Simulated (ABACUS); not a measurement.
# Pb (P6_3/mmc) in ABACUS: notebook

The runs below take Pb through equation of state, with PBE.

All numbers are computed with ABACUS 3.10.1; they aren't measurements. Logs are shortened: lines on timing, memory, paths and dates and some standing lists are left out, and cuts for length are marked.

**1. The crystal as given**

It takes space group P6_3/mmc (No. 194, hexagonal). The conventional cell has a = 3.480 Å, b = 3.480 Å, c = 5.590 Å, α = 90.00°, β = 90.00°, γ = 120.00°. Pb (site symmetry -6m2) has 12 Pb at 3.44 to 3.48 Å as nearest neighbours.

This isn't the form of Pb at room conditions, which is fcc.

**2. Equation of state, PBE, 27.55 Å³/atom (volume scaled by 0.94)**

INPUT

```
INPUT_PARAMETERS
suffix              Pb
calculation         scf
basis_type          lcao
pseudo_dir          ./
orbital_dir         ./
symmetry            1
dft_functional      pbe
ecutwfc             100
pseudo_rcut         10
nspin               1
nbands              18
ks_solver           genelpa
smearing_method     fd
smearing_sigma      0.00367493
scf_thr             1e-07
scf_nmax            100
mixing_type         broyden
mixing_beta         0.7
cal_force           1
cal_stress          1
out_mul             1
```

STRU

```
ATOMIC_SPECIES
Pb 207.2000 Pb.upf

NUMERICAL_ORBITAL
Pb_confined-atom_8au_2s2p2d.orb

LATTICE_CONSTANT
1.8897261246

LATTICE_VECTORS
3.4089596583 0.0000000000 0.0000000000
-1.7044798292 2.9522456646 0.0000000000
0.0000000000 0.0000000000 5.4758863477

ATOMIC_POSITIONS
Direct

Pb
0.0
2
0.6666666667 0.3333333333 0.7500000000 1 1 1
0.3333333333 0.6666666667 0.2500000000 1 1 1
```

KPT

```
K_POINTS
0
Gamma
9 9 5 0 0 0
```

Potentials or basis: PseudoDojo NC SR 0.4.1 PBE standard, DZP LCAO (the cutoffs set its grid).

Run with:

```sh
OMP_NUM_THREADS=1 mpirun -np 4 abacus > log
```

running log:

```text
ABACUS v3.10.1

               Atomic-orbital Based Ab-initio Computation at UStc

 ------------------------------------------------------------------------------------

 READING GENERAL INFORMATION
                           global_out_dir = OUT.Pb/
                           global_in_card = INPUT
                               pseudo_dir = ./
                              orbital_dir = ./
                                    DSIZE = 4
                                    GSIZE = 1

 READING UNITCELL INFORMATION
                                    ntype = 1
                  lattice constant (Bohr) = 1.88973
              lattice constant (Angstrom) = 1

 READING ATOM TYPE 1
                               atom label = Pb
                      L=0, number of zeta = 2
                      L=1, number of zeta = 2
                      L=2, number of zeta = 2
             number of atom for this type = 2

                        TOTAL ATOM NUMBER = 2
DIRECT COORDINATES
    atom                   x                   y                   z     mag                  vx                  vy                  vz
taud_Pb1            0.6666666667        0.3333333333        0.7500000000  0.0000        0.0000000000        0.0000000000        0.0000000000
taud_Pb2            0.3333333333        0.6666666667        0.2500000000  0.0000        0.0000000000        0.0000000000        0.0000000000

                          Volume (Bohr^3) = 371.899
                             Volume (A^3) = 55.1097

 Lattice vectors: (Cartesian coordinate: in unit of a_0)
             +3.40896                  +0                  +0
             -1.70448            +2.95225                  +0
                   +0                  +0            +5.47589
 Reciprocal vectors: (Cartesian coordinate: in unit of 2 pi/a_0)
            +0.293345           +0.169363                  -0
                   -0           +0.338725                  -0
                   +0                  -0           +0.182619
 The esolver type has been set to : ksdft_lcao

                PAO radial cut off (Bohr) = 10

 Read in pseudopotential file is Pb.upf
                     pseudopotential type = NC
          exchange-correlation functional = PBE
                 nonlocal core correction = 1
                        valence electrons = 14
                                     lmax = 2
                           number of zeta = 3
                     number of projectors = 6
                           L of projector = 0
                           L of projector = 0
                           L of projector = 1
                           L of projector = 1
                           L of projector = 2
                           L of projector = 2
     initial pseudo atomic orbital number = 18

 SETUP THE ELECTRONS NUMBER
            electron number of element Pb = 14
      total electron number of element Pb = 28
            AUTOSET number of electrons:  = 28
                           occupied bands = 14
                                   NLOCAL = 36
                                   NBANDS = 18
                                   NBANDS = 18
                                   NLOCAL = 36

%%%%%%%%%%%%%%%%%%%%%%%%%%%%%%%%%%%%%%%%%%%%%%%%%%%%%%%%%%%%%%%%%%%%%%%%%%%%%%%%%%%%%%%%%%%%%%%%%%%%%%%%%%
 Warning: the number of valence electrons in pseudopotential > 4 for Pb: [Xe] 4f14 5d10 6s2 6p2
 Pseudopotentials with additional electrons can yield (more) accurate outcomes, but may be less efficient.
 If you're confident that your chosen pseudopotential is appropriate, you can safely ignore this warning.
%%%%%%%%%%%%%%%%%%%%%%%%%%%%%%%%%%%%%%%%%%%%%%%%%%%%%%%%%%%%%%%%%%%%%%%%%%%%%%%%%%%%%%%%%%%%%%%%%%%%%%%%%%

 SETUP THE PLANE WAVE BASIS
 energy cutoff for charge/potential (unit:Ry) = 400
            fft grid for charge/potential = [ 45, 45, 72 ]
                        fft grid division = [ 5, 5, 3 ]
        big fft grid for charge/potential = [ 9, 9, 24 ]
                                     nbxx = 486
                                     nrxx = 36450

 SETUP PLANE WAVES FOR CHARGE/POTENTIAL
                    number of plane waves = 50315
                         number of sticks = 1147

 PARALLEL PW FOR CHARGE/POTENTIAL
     PROC   COLUMNS(POT)             PW
        1            287          12581
        2            287          12581
        3            286          12576
        4            287          12577
 --------------- sum -------------------
        4           1147          50315
                            number of |g| = 2177
                                  max |g| = 36.1795
                                  min |g| = 0.114735

----------- Double Check Mixing Parameters Begin ------------
mixing_type: broyden
mixing_beta: 0.7
mixing_gg0: 1
mixing_gg0_min: 0.1
mixing_ndim: 8
----------- Double Check Mixing Parameters End ------------

 LATTICE VECTORS: (CARTESIAN COORDINATE: IN UNIT OF A0)
[... 76 lines left out ...]

           k-point number in this process = 36
       minimum distributed K point number = 36
[... stars of the k points ...]

[... K-POINTS CARTESIAN COORDINATES: 36 rows ...]

[... K-POINTS DIRECT COORDINATES: 36 rows ...]

 SETUP PLANE WAVES FOR WAVE FUNCTIONS
     energy cutoff for wavefunc (unit:Ry) = 100
              fft grid for wave functions = [ 45, 45, 72 ]
                    number of plane waves = 8183
                         number of sticks = 349

 PARALLEL PW FOR WAVE FUNCTIONS
     PROC   COLUMNS(POT)             PW
        1             87           2047
        2             88           2046
        3             86           2044
        4             88           2046
 --------------- sum -------------------
        4            349           8183

 SET NONLOCAL PSEUDOPOTENTIAL PROJECTORS
 max number of nonlocal projetors among all species is 6

 -------------------------------------------
 SELF-CONSISTENT
 -------------------------------------------

 SETUP SEARCHING RADIUS FOR PROGRAM TO SEARCH ADJACENT ATOMS
                  longest orb rcut (Bohr) = 8
   longest nonlocal projector rcut (Bohr) = 2.46
                     search radius (Bohr) = 20.9
              searching radius is (Bohr)) = 20.9
         searching radius unit is (Bohr)) = 1.89
                         PeriodicBoundary = 1
                        Radius(unit:lat0) = 11.1
                                   glayer = [ 5, 5, 4 ]
                             glayer_minus = [ 4, 4, 3 ]

Find the coordinate range of the input atom(unit:lat0).
                                  min_tau = [ -20.5, -10.8, -15.1 ]
                                  max_tau = [ 22.2, 13.8, 20.5 ]
                                BoxNumber = [ 9, 9, 7 ]

 SETUP EXTENDED REAL SPACE GRID FOR GRID INTEGRATION
                          real space grid = [ 45, 45, 72 ]
                 big cell numbers in grid = [ 9, 9, 24 ]
             meshcell numbers in big cell = [ 5, 5, 3 ]
                        extended fft grid = [ 13, 13, 19 ]
                dimension of extened grid = [ 36, 36, 63 ]
                            UnitCellTotal = 75
              Atom number in sub-FFT-grid = 2
    Local orbitals number in sub-FFT-grid = 36
                                ParaV.nnr = 18306
                                 init_chg = atomic

 LCAO ALGORITHM --------------- ION=   1  ELEC=   1--------------------------------

 Density error is 0.0112677879459
----------------------------------------------------------
     Energy           Rydberg                 eV
----------------------------------------------------------
 E_KohnSham     -281.4954564739      -3829.9421691560
 E_Harris       -282.1692502811      -3839.1096042113
 E_Fermi        0.9592582652         13.0513782604
----------------------------------------------------------
[... 56 lines left out ...]
 LCAO ALGORITHM --------------- ION=   1  ELEC=   7--------------------------------

 Density error is 3.91024565217e-08
----------------------------------------------------------
     Energy           Rydberg                 eV
----------------------------------------------------------
 E_KohnSham     -281.4961819509      -3829.9520397766
 E_KS(sigma->0) -281.4958518140      -3829.9475480339
 E_Harris       -281.4961843390      -3829.9520722688
 E_band         -1.5137178803        -20.5951883371
 E_one_elec     -50.2361937957       -683.4984814538
 E_Hartree      47.1657775029        641.7233246399
 E_xc           -80.0789049060       -1089.5293963220
 E_Ewald        -198.3462004783      -2698.6385031553
 E_entropy(-TS) -0.0006602738        -0.0089834853
 E_descf        0.0000000000         0.0000000000
 E_exx          0.0000000000         0.0000000000
 E_Fermi        0.9559254729         13.0060332946
----------------------------------------------------------

 charge density convergence is achieved
 final etot is -3829.9520398 eV
 EFERMI = 13.006033295 eV

 STATE ENERGY(eV) AND OCCUPATIONS    NSPIN == 1
 1/36 kpoint (Cartesian) = 0.0000 0.0000 0.0000 (1575 pws)
       1       -4.27896     0.00493827
       2       -4.20867     0.00493827
       3       -4.20867     0.00493827
       4       -4.20601     0.00493827
       5       -4.17798     0.00493827
       6       -4.17798     0.00493827
[... 10 lines left out ...]
      17        21.0143    1.36376e-72
      18        21.9223    1.76966e-80
[... 83 lines left out ...]
       2       -4.26114      0.0296296
       3       -4.16352      0.0296296
       4       -4.15368      0.0296296
       5       -4.15254      0.0296296
       6       -4.12735      0.0296296
[... 10 lines left out ...]
      17        19.9669    1.02339e-62
      18        20.5131    1.84607e-67

[... levels at 30 further k points ...]

 correction force for each atom along direction 1 is -2.07820e-14
 correction force for each atom along direction 2 is -1.43340e-14
 correction force for each atom along direction 3 is 1.08516e-14
------------------------------------------------------------------------------------------
 TOTAL-FORCE (eV/Angstrom)
------------------------------------------------------------------------------------------
                       Pb1         0.0000000000         0.0000000000         0.0000000000
                       Pb2         0.0000000000         0.0000000000         0.0000000000
------------------------------------------------------------------------------------------

----------------------------------------------------------------
 TOTAL-STRESS (KBAR)
----------------------------------------------------------------
        84.6922117162         0.0000000014        -0.0000000000
         0.0000000014        84.6922117142         0.0000000000
        -0.0000000000        -0.0000000000       136.3413064553
----------------------------------------------------------------
 TOTAL-PRESSURE: 101.908577 KBAR

 --------------------------------------------
 !FINAL_ETOT_IS -3829.9520397765822963 eV
 --------------------------------------------
```

Wall time 3.3 s (4 MPI ranks of INTEL XEON PLATINUM 8581C at 2.10GHz (Emerald Rapids), shared host); peak memory 0.44 GiB.

What came out:

* Free energy: -3829.9520 eV
* Pressure: 10.2 GPa
* Band gap on the k mesh: none (metal or under the smearing width)

Caveat: the atomic orbitals were generated for these runs and aren't a published set; the basis of atomic orbitals isn't converged, which shifts pressures, moduli and gaps.

**3. Equation of state, PBE, 28.14 Å³/atom (volume scaled by 0.96)**

INPUT is that of step 2.

Changes to STRU since step 2:

```diff
@@ -10,5 +10,5 @@
 LATTICE_VECTORS
-3.4089596583 0.0000000000 0.0000000000
--1.7044798292 2.9522456646 0.0000000000
-0.0000000000 0.0000000000 5.4758863477
+3.4329672075 0.0000000000 0.0000000000
+-1.7164836037 2.9730368121 0.0000000000
+0.0000000000 0.0000000000 5.5144501982
```

KPT is that of step 2.

Potentials or basis: PseudoDojo NC SR 0.4.1 PBE standard, DZP LCAO (the cutoffs set its grid).

Run with:

```sh
OMP_NUM_THREADS=1 mpirun -np 4 abacus > log
```

Run time: 3.4 s. Hardware: 4 MPI ranks of INTEL XEON PLATINUM 8581C at 2.10GHz (Emerald Rapids), shared host; peak memory 0.44 GiB.

It converged, with:

```yaml
Free_energy: -3830.0207 eV
Pressure: 8.6 GPa
Band_gap_on_the_k_mesh: none (metal or under the smearing width)
```

Caveat: the atomic orbitals were generated for these runs and aren't a published set; the basis of atomic orbitals isn't converged, which shifts pressures, moduli and gaps.

**4. Equation of state, PBE, 28.73 Å³/atom (volume scaled by 0.98)**

INPUT is that of step 3.

Changes to STRU since step 3:

```diff
@@ -10,5 +10,5 @@
 LATTICE_VECTORS
-3.4329672075 0.0000000000 0.0000000000
--1.7164836037 2.9730368121 0.0000000000
-0.0000000000 0.0000000000 5.5144501982
+3.4566435916 0.0000000000 0.0000000000
+-1.7283217958 2.9935411621 0.0000000000
+0.0000000000 0.0000000000 5.5524820910
```

KPT is that of step 3.

Run with:

```sh
OMP_NUM_THREADS=1 mpirun -np 4 abacus > log
```

Wall time 3.1 s (4 MPI ranks of INTEL XEON PLATINUM 8581C at 2.10GHz (Emerald Rapids), shared host); peak memory 0.44 GiB.

Results (log left out):

```yaml
Free_energy: -3830.0786 eV
Pressure: 7.2 GPa
Band_gap_on_the_k_mesh: none (metal or under the smearing width)
```

Caveat: the atomic orbitals were generated for these runs and aren't a published set; the basis of atomic orbitals isn't converged, which shifts pressures, moduli and gaps.

**5. Equation of state, PBE, 29.31 Å³/atom**

INPUT is that of step 4.

Changes to STRU since step 4:

```diff
@@ -10,5 +10,5 @@
 LATTICE_VECTORS
-3.4566435916 0.0000000000 0.0000000000
--1.7283217958 2.9935411621 0.0000000000
-0.0000000000 0.0000000000 5.5524820910
+3.4800000000 0.0000000000 0.0000000000
+-1.7400000000 3.0137684052 0.0000000000
+0.0000000000 0.0000000000 5.5900000000
```

KPT is that of step 4.

Run with:

```sh
OMP_NUM_THREADS=1 mpirun -np 4 abacus > log
```

It took 3.1 s on 4 MPI ranks of INTEL XEON PLATINUM 8581C at 2.10GHz (Emerald Rapids), shared host; peak memory 0.44 GiB.

The run converged. Its results:

```yaml
Free_energy: -3830.1267 eV
Pressure: 5.9 GPa
Band_gap_on_the_k_mesh: none (metal or under the smearing width)
```

Caveat: the atomic orbitals were generated for these runs and aren't a published set; the basis of atomic orbitals isn't converged, which shifts pressures, moduli and gaps.

**6. Equation of state, PBE, 29.90 Å³/atom (volume scaled by 1.02)**

INPUT is that of step 5.

Changes to STRU since step 5:

```diff
@@ -10,5 +10,5 @@
 LATTICE_VECTORS
-3.4800000000 0.0000000000 0.0000000000
--1.7400000000 3.0137684052 0.0000000000
-0.0000000000 0.0000000000 5.5900000000
+3.5030470293 0.0000000000 0.0000000000
+-1.7515235146 3.0337277180 0.0000000000
+0.0000000000 0.0000000000 5.6270209464
```

KPT is that of step 5.

Potentials or basis: PseudoDojo NC SR 0.4.1 PBE standard, DZP LCAO (the cutoffs set its grid).

Run with:

```sh
OMP_NUM_THREADS=1 mpirun -np 4 abacus > log
```

It took 3 s on 4 MPI ranks of INTEL XEON PLATINUM 8581C at 2.10GHz (Emerald Rapids), shared host; peak memory 0.44 GiB.

The run converged. Its results:

```
Free energy            : -3830.1660 eV
Pressure               : 4.8 GPa
Band gap on the k mesh : none (metal or under the smearing width)
```

Caveat: the atomic orbitals were generated for these runs and aren't a published set; the basis of atomic orbitals isn't converged, which shifts pressures, moduli and gaps.

**7. Equation of state, PBE, 30.49 Å³/atom (volume scaled by 1.04)**

INPUT is that of step 6.

Changes to STRU since step 6:

```diff
@@ -10,5 +10,5 @@
 LATTICE_VECTORS
-3.5030470293 0.0000000000 0.0000000000
--1.7515235146 3.0337277180 0.0000000000
-0.0000000000 0.0000000000 5.6270209464
+3.5257947253 0.0000000000 0.0000000000
+-1.7628973626 3.0534278007 0.0000000000
+0.0000000000 0.0000000000 5.6635610674
```

KPT is that of step 6.

Run with:

```sh
OMP_NUM_THREADS=1 mpirun -np 4 abacus > log
```

Wall time 3 s (4 MPI ranks of INTEL XEON PLATINUM 8581C at 2.10GHz (Emerald Rapids), shared host); peak memory 0.44 GiB.

It converged, with:

| Property | Result |
| --- | --- |
| Free energy | -3830.1973 eV |
| Pressure | 3.8 GPa |
| Band gap on the k mesh | none (metal or under the smearing width) |

Caveat: the atomic orbitals were generated for these runs and aren't a published set; the basis of atomic orbitals isn't converged, which shifts pressures, moduli and gaps.

**8. Equation of state, PBE, 31.07 Å³/atom (volume scaled by 1.06)**

INPUT is that of step 7.

Changes to STRU since step 7:

```diff
@@ -10,5 +10,5 @@
 LATTICE_VECTORS
-3.5257947253 0.0000000000 0.0000000000
--1.7628973626 3.0534278007 0.0000000000
-0.0000000000 0.0000000000 5.6635610674
+3.5482526220 0.0000000000 0.0000000000
+-1.7741263110 3.0728769098 0.0000000000
+0.0000000000 0.0000000000 5.6996356773
```

KPT is that of step 7.

Run with:

```sh
OMP_NUM_THREADS=1 mpirun -np 4 abacus > log
```

It took 2.9 s on 4 MPI ranks of INTEL XEON PLATINUM 8581C at 2.10GHz (Emerald Rapids), shared host; peak memory 0.44 GiB.

Results (log left out):

- Free energy: -3830.2216 eV
- Pressure: 2.9 GPa
- Band gap on the k mesh: none (metal or under the smearing width)

Caveat: the atomic orbitals were generated for these runs and aren't a published set; the basis of atomic orbitals isn't converged, which shifts pressures, moduli and gaps.

**9. Equation of state, PBE**

Potentials or basis: PseudoDojo NC SR 0.4.1 PBE standard, DZP LCAO (the cutoffs set its grid).

No new run: the results of the series are fitted here.

What came out:

```yaml
Equilibrium_volume: "33.37 Å³/atom (rough: see the caveat)"
Bulk_modulus_at_fixed_shape_and_positions: 34 GPa (rough)
```

Energy against volume, from the lowest point:
| volume (Å³/atom) | energy (meV/atom) |
| --- | --- |
| 27.555 | 134.76 |
| 28.141 | 100.40 |
| 28.727 | 71.50 |
| 29.314 | 47.42 |
| 29.900 | 27.78 |
| 30.486 | 12.15 |
| 31.073 | 0.00 |

Caveat: the atomic orbitals were generated for these runs and aren't a published set; the minimum lies outside the volumes run; the cell was scaled at fixed shape and fractional positions, which overstates the stiffness of a crystal with free parameters, most of all of layers and chains; the basis of atomic orbitals isn't converged, which shifts pressures, moduli and gaps. The run has no spin-orbit coupling, so splittings on Pb are missing.
